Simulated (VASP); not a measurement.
# InSb3 (Pm-3m) in VASP: single point with PBE

Aim: the single point of InSb3 with PBE.

All numbers are computed with VASP 6.6.1; they aren't measurements. Logs are shortened: lines on timing, memory, paths and dates and some standing lists are left out, and cuts for length are marked.

### 1 Starting point

Symmetry: Pm-3m, No. 221, cubic system. The conventional cell has a = 4.806 Å, b = 4.806 Å, c = 4.806 Å, α = 90.00°, β = 90.00°, γ = 90.00°. Sb (site symmetry 4/mmm) is surrounded by 8 Sb at 3.40 Å and 4 In at 3.40 Å. Around In (site symmetry m-3m) lie 12 Sb at 3.40 Å.

The cell comes from a database or a generator and needn't be the stable form of this composition.

### 2 Single point, PBE

The input, INCAR:

```
SYSTEM = InSb3
ALGO = Normal ; EDIFF = 1E-6
ENCUT = 450 ; GGA = PE
ISIF = 2 ; ISMEAR = 0
LASPH = .TRUE. ; LCHARG = .FALSE.
LREAL = .FALSE. ; LWAVE = .FALSE.
NELM = 100 ; PREC = Accurate
SIGMA = 0.02
```

The input, KPOINTS:

```
k-points
0
G
  3 3 3
  0 0 0
```

The input, POSCAR:

```
InSb3
1.0
    4.8063670000      0.0000000000      0.0000000000
    0.0000000000      4.8063670000      0.0000000000
    0.0000000000      0.0000000000      4.8063670000
Sb In
3 1
Direct
    0.5000000000      0.5000000000      0.0000000000
    0.0000000000      0.5000000000      0.5000000000
    0.5000000000      0.0000000000      0.5000000000
    0.0000000000      0.0000000000      0.0000000000
```

Potentials or basis: VASP PAW PBE potentials, release 64 (Sb_d_GW, In_d_GW).

Run with:

```bash
$ cat potpaw_PBE.64/Sb_d_GW/POTCAR potpaw_PBE.64/In_d_GW/POTCAR > POTCAR
$ mpirun -np 1 vasp_std > vasp.out
```

OUTCAR:

```text
SYSTEM = InSb3
   EDIFF = 1E-6
   ENCUT = 450
   GGA = PE
   ISIF = 2
   ISMEAR = 0
   LASPH = .TRUE.
   LREAL = .FALSE.
   NELM = 100
   PREC = Accurate

 ion  position               nearest neighbor table
   1  0.500  0.500  0.000-   2 3.40   3 3.40   2 3.40   3 3.40   3 3.40   3 3.40   2 3.40   2 3.40

   2  0.000  0.500  0.500-   1 3.40   3 3.40   1 3.40   3 3.40   1 3.40   3 3.40   1 3.40   3 3.40

   3  0.500  0.000  0.500-   1 3.40   2 3.40   1 3.40   1 3.40   2 3.40   1 3.40   2 3.40   2 3.40

   4  0.000  0.000  0.000-

  LATTYP: Found a simple cubic cell.
 ALAT       =     4.8063670000

  Lattice vectors:

 A1 = (   4.8063670000,   0.0000000000,   0.0000000000)
 A2 = (   0.0000000000,   4.8063670000,   0.0000000000)
 A3 = (   0.0000000000,   0.0000000000,   4.8063670000)

Analysis of symmetry for initial positions (statically):
=====================================================================
 Subroutine PRICEL returns:
 Original cell was already a primitive cell.

 Routine SETGRP: Setting up the symmetry group for a
 simple cubic supercell.

 Subroutine GETGRP returns: Found 48 space group operations
 (whereof 48 operations were pure point group operations)
 out of a pool of 48 trial point group operations.

The static configuration has the point symmetry O_h .

Analysis of symmetry for dynamics (positions and initial velocities):
=====================================================================
 Subroutine PRICEL returns:
 Original cell was already a primitive cell.

 Routine SETGRP: Setting up the symmetry group for a
 simple cubic supercell.

 Subroutine GETGRP returns: Found 48 space group operations
 (whereof 48 operations were pure point group operations)
 out of a pool of 48 trial point group operations.

The dynamic configuration has the point symmetry O_h .

 Subroutine INISYM returns: Found 48 space group operations
 (whereof 48 operations are pure point group operations),
 and found     1 'primitive' translations

----------------------------------------------------------------------------------------

                                     Primitive cell

  volume of cell :     111.0327

  direct lattice vectors                    reciprocal lattice vectors
     4.806367000  0.000000000  0.000000000     0.208057354  0.000000000  0.000000000
     0.000000000  4.806367000  0.000000000     0.000000000  0.208057354  0.000000000
     0.000000000  0.000000000  4.806367000     0.000000000  0.000000000  0.208057354

  length of vectors
     4.806367000  4.806367000  4.806367000     0.208057354  0.208057354  0.208057354

  position of ions in fractional coordinates (direct lattice)
     0.500000000  0.500000000  0.000000000
     0.000000000  0.500000000  0.500000000
     0.500000000  0.000000000  0.500000000
     0.000000000  0.000000000  0.000000000

  ion indices of the primitive-cell ions
   primitive index   ion index
                 1           1
                 2           2
                 3           3
                 4           4

----------------------------------------------------------------------------------------

 KPOINTS: k-points

Automatic generation of k-mesh.
 Grid dimensions read from file:
 generate k-points for:    3    3    3

 Generating k-lattice:

  Cartesian coordinates                     Fractional coordinates (reciprocal lattice)
     0.069352451  0.000000000  0.000000000     0.333333333  0.000000000  0.000000000
     0.000000000  0.069352451  0.000000000     0.000000000  0.333333333  0.000000000
     0.000000000  0.000000000  0.069352451     0.000000000  0.000000000  0.333333333

  Length of vectors
     0.069352451  0.069352451  0.069352451

  Shift w.r.t. Gamma in fractional coordinates (k-lattice)
     0.000000000  0.000000000  0.000000000

 Subroutine IBZKPT returns following result:
 ===========================================

 Found      4 irreducible k-points:

 Following reciprocal coordinates:
            Coordinates               Weight
  0.000000  0.000000  0.000000      1.000000
  0.333333  0.000000  0.000000      6.000000
  0.333333  0.333333  0.000000     12.000000
  0.333333  0.333333  0.333333      8.000000
   k-points           NKPTS =      4   k-points in BZ     NKDIM =      4   number of bands    NBANDS=     34
   number of dos      NEDOS =    301   number of ions     NIONS =      4
   total plane-waves  NPLWV =  46656
   dimension x,y,z NGX =    36 NGY =   36 NGZ =   36
   dimension x,y,z NGXF=    72 NGYF=   72 NGZF=   72
   ions per type =               3   1
   NGX,Y,Z   is equivalent  to a cutoff of  12.45, 12.45, 12.45 a.u.
   NGXF,Y,Z  is equivalent  to a cutoff of  24.90, 24.90, 24.90 a.u.
 SYSTEM =  InSb3
   PREC   = accura    normal or accurate (medium, high low for compatibility)
   ISTART =      0    job   : 0-new  1-cont  2-samecut
   ICHARG =      2    charge: 1-file 2-atom 10-const
   ISPIN  =      1    spin polarized calculation?
   LNONCOLLINEAR =      F non collinear calculations
   LSORBIT =      F    spin-orbit coupling
   LASPH  =      T    aspherical Exc in radial PAW
   ENCUT  =  450.0 eV  33.07 Ry    5.75 a.u.   8.31  8.31  8.31*2*pi/ulx,y,z
   NELM   =    100;   NELMIN=  2; NELMDL= -5     # of ELM steps
   EDIFF  = 0.1E-05   stopping-criterion for ELM
   LREAL  =      F    real-space projection
   EDIFFG = 0.1E-04   stopping-criterion for IOM
   NSW    =      0    number of steps for IOM
   IBRION =     -1    ionic relax: 0-MD 1-quasi-New 2-CG
   NFREE  =      0    steps in history (QN), initial steepest desc. (CG)
   ISIF   =      2    stress and relaxation
   ISYM   =      2    0-nonsym 1-usesym 2-fastsym
   POTIM  = 0.5000    time-step for ionic-motion
   TEBEG  =    0.0;   TEEND  =   0.0 temperature during run
   PSTRESS=    0.0 pullay stress
   NELECT =      58.0000    total number of electrons
   NUPDOWN=      -1.0000    fix difference up-down
   EMIN   =  10.00;   EMAX   =-10.00  energy-range for DOS
   EFERMI =   0.00;   METHOD = LEGACY
   ISMEAR =     0;   SIGMA  =   0.02  broadening in eV -4-tet -1-fermi 0-gaus
   EFERMI_NEDOS =   21; number of points for ismear=-14 and -15
   IALGO  =     38    algorithm
   IMIX   =      4    mixing-type and parameters
     AMIX     =   0.40;   BMIX     =  1.00
     AMIX_MAG =   1.60;   BMIX_MAG =  1.00
  volume/ion in A,a.u.               =      27.76       187.32
  Fermi-wavevector in a.u.,A,eV,Ry     =   1.318461  2.491530 23.651538  1.738339
  Thomas-Fermi vector in A             =   2.448429
   LORBIT       =      0    0 simple, 1 ext, 2 COOP (PROOUT), +10 PAW based schemes
   GGA     = PE    functional components
   LHFCALC =     F    Hartree Fock is set to
   AEXX    =    0.0000 exact exchange contribution
   IVDW    =     0    specifies the selected vdW correction
   LEPSILON=     F    determine dielectric tensor
   LRPA    =     F    only Hartree local field effects (RPA)
 non-spin polarized calculation
 Gauss-broadening in eV      SIGMA  =   0.02
  energy-cutoff  :      450.00
  volume of cell :      111.03
 maximum number of plane-waves:      2469
 NGX is ok and might be reduce to    36
   NGX = 17   NGY = 17   NGZ = 17

 number of electron      58.0000003 magnetization

 Free energy of the ion-electron system (eV)
  ---------------------------------------------------
  ext. energy  EPLUGINS =         0.00000000
  ---------------------------------------------------
  free energy    TOTEN  =       -14.43925925 eV

  energy without entropy =      -14.43468852  energy(sigma->0) =      -14.43697389

 E-fermi :   5.6437     XC(G=0): -10.3696

 val. band max:        5.0211734989   @ k =   0.3333   0.0000   0.0000
 cond. band min:       5.6497789068   @ k =   0.3333   0.3333   0.0000
 fundamental gap:      0.6286054080
 Fermi energy:         5.6436875030

 k-point     1 :       0.0000    0.0000    0.0000
  band No.  band energies     occupation
      1     -23.5599      2.00000
      2     -23.5580      2.00000
      3     -23.5580      2.00000
      4     -23.5580      2.00000
      5     -23.5051      2.00000
      6     -23.5051      2.00000
[... 26 lines left out ...]
     33       7.4789      0.00000
     34      10.5784      0.00000

 k-point     2 :       0.3333    0.0000    0.0000
  band No.  band energies     occupation
      1     -23.5567      2.00000
      2     -23.5479      2.00000
      3     -23.5339      2.00000
      4     -23.5339      2.00000
      5     -23.5159      2.00000
      6     -23.5048      2.00000
[... 26 lines left out ...]
     33       7.5650      0.00000
     34      10.1886      0.00000

 k-point     3 :       0.3333    0.3333    0.0000
  band No.  band energies     occupation
      1     -23.5420      2.00000
      2     -23.5370      2.00000
      3     -23.5292      2.00000
      4     -23.5255      2.00000
      5     -23.5228      2.00000
      6     -23.5095      2.00000
[... 26 lines left out ...]
     33       8.2156      0.00000
     34       8.4545      0.00000

 k-point     4 :       0.3333    0.3333    0.3333
  band No.  band energies     occupation
      1     -23.5445      2.00000
      2     -23.5321      2.00000
      3     -23.5321      2.00000
      4     -23.5192      2.00000
      5     -23.5192      2.00000
      6     -23.5157      2.00000
[... 26 lines left out ...]
     33       8.8315      0.00000
     34       9.0105      0.00000

------------------------ aborting loop because EDIFF is reached ----------------------------------------

  FORCE on cell =-STRESS in cart. coord.  units (eV):
  Direction    XX          YY          ZZ          XY          YZ          ZX
  --------------------------------------------------------------------------------------
  -------------------------------------------------------------------------------------
  Total       -0.4796231     -0.4796231     -0.4796231     -0.0000000     -0.0000000      0.0000000
  in kB       -6.9208578     -6.9208578     -6.9208578     -0.0000000     -0.0000000      0.0000000
  external PRESSURE =      -6.9208578 kB  Pullay stress =       0.0000000 kB

 VOLUME and BASIS-vectors are now :
 -----------------------------------------------------------------------------
  energy-cutoff  :      450.00
  volume of cell :      111.03
      direct lattice vectors                 reciprocal lattice vectors
     4.806367000  0.000000000  0.000000000     0.208057354  0.000000000  0.000000000
     0.000000000  4.806367000  0.000000000     0.000000000  0.208057354  0.000000000
     0.000000000  0.000000000  4.806367000     0.000000000  0.000000000  0.208057354

 POSITION                                       TOTAL-FORCE (eV/Angst)
 -----------------------------------------------------------------------------------
      2.40318      2.40318      0.00000         0.000000      0.000000      0.000000
      0.00000      2.40318      2.40318         0.000000      0.000000      0.000000
      2.40318      0.00000      2.40318         0.000000      0.000000      0.000000
      0.00000      0.00000      0.00000         0.000000      0.000000      0.000000
 -----------------------------------------------------------------------------------
    total drift:                                0.000000      0.000000      0.000000

  FREE ENERGIE OF THE ION-ELECTRON SYSTEM (eV)
  ---------------------------------------------------
  free  energy   TOTEN  =       -14.4392592545 eV

  energy  without entropy=      -14.4346885191  energy(sigma->0) =      -14.43697389
```

Wall time 34 s (1 thread of Intel Xeon Platinum 8559C (Emerald Rapids), shared host); peak memory 0.2 GiB.

Results:

```yaml
Free_energy: -14.4393 eV
Pressure: -0.7 GPa
Band_gap_on_the_k_mesh: none (metal or under the smearing width)
```

Caveat: the k mesh is coarse (spacing up to 0.44 Å⁻¹), so the values aren't converged. The run has no spin-orbit coupling, so splittings on Sb are missing.

### 3 The reference run

An earlier run on the cell as given: functional PBEsol; potentials or basis VASP PAW PBE potentials, release 64 (Sb, In_d); cutoff 520 eV; k mesh 6 × 6 × 6; occupations fermi-dirac, width 0.05 eV; no spin polarisation.

- Pressure: -2.7 GPa
- Band gap on the k mesh: none (metal or under the smearing width)
